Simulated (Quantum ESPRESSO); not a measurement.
An input for Quantum ESPRESSO 7.5 (Tm):

pw.in

```
&CONTROL
  calculation = 'scf'
  prefix = 'pwscf'
  outdir = './tmp'
  pseudo_dir = './pseudo'
  tprnfor = .true.
  tstress = .true.
  disk_io = 'low'
/
&SYSTEM
  ibrav = 0
  nat = 1
  ntyp = 1
  ecutwfc = 90
  nbnd = 44
  input_dft = 'pbesol'
  occupations = 'smearing'
  smearing = 'fd'
  degauss = 0.00367493
  noncolin = .true.
  starting_magnetization(1) = 0.1082
  angle1(1) = 37.12
  angle2(1) = 36.68
  vdw_corr = 'grimme-d2'
  nosym = .true.
  noinv = .true.
/
&ELECTRONS
  conv_thr = 2d-10
  electron_maxstep = 120
  mixing_beta = 0.3
/
ATOMIC_SPECIES
Tm   168.9342 Tm.upf
CELL_PARAMETERS angstrom
  -1.9705499473    1.9705499473    1.9705499473
   1.9705499473   -1.9705499473    1.9705499473
   1.9705499473    1.9705499473   -1.9705499473
ATOMIC_POSITIONS crystal
Tm     0.0000000000    0.0000000000    0.0000000000
K_POINTS automatic
4 4 4 0 0 0
HUBBARD {ortho-atomic}
U Tm-4f 7.0
```

Potentials or basis: PseudoDojo 0.4 SR PBE 3plus.

Run with:

```console
$ OMP_NUM_THREADS=1 pw.x -in pw.in > pw.out
```

Task: How does this run end?

Result: The run stopped without a result. It printed:

pw.out:

```text
This program is part of the open-source Quantum ESPRESSO suite
     for quantum simulation of materials; please cite
         "P. Giannozzi et al., J. Phys.:Condens. Matter 21 395502 (2009);
         "P. Giannozzi et al., J. Phys.:Condens. Matter 29 465901 (2017);
         "P. Giannozzi et al., J. Chem. Phys. 152 154105 (2020);
     in publications or presentations arising from this work. More details at

     IMPORTANT: XC functional enforced from input :
     Exchange-correlation= PBESOL
                           (   1   4  10   8   0   0   0)
     Any further DFT definition will be discarded
     Please, verify this is what you really want

     Fixed quantization axis for GGA:     0.483987    0.360490    0.797373
     Tm pseudopotential contains the orbitals:  5S 5P 5D 6S
     Requested Hubbard manifold from the input: 4F

 %%%%%%%%%%%%%%%%%%%%%%%%%%%%%%%%%%%%%%%%%%%%%%%%%%%%%%%%%%%%%%%%%%%%%%%%%%%%%%
     Error in routine determine_hubbard_occ (1):
     Mismatch between the requested and available manifolds
 %%%%%%%%%%%%%%%%%%%%%%%%%%%%%%%%%%%%%%%%%%%%%%%%%%%%%%%%%%%%%%%%%%%%%%%%%%%%%%

     stopping ...
```
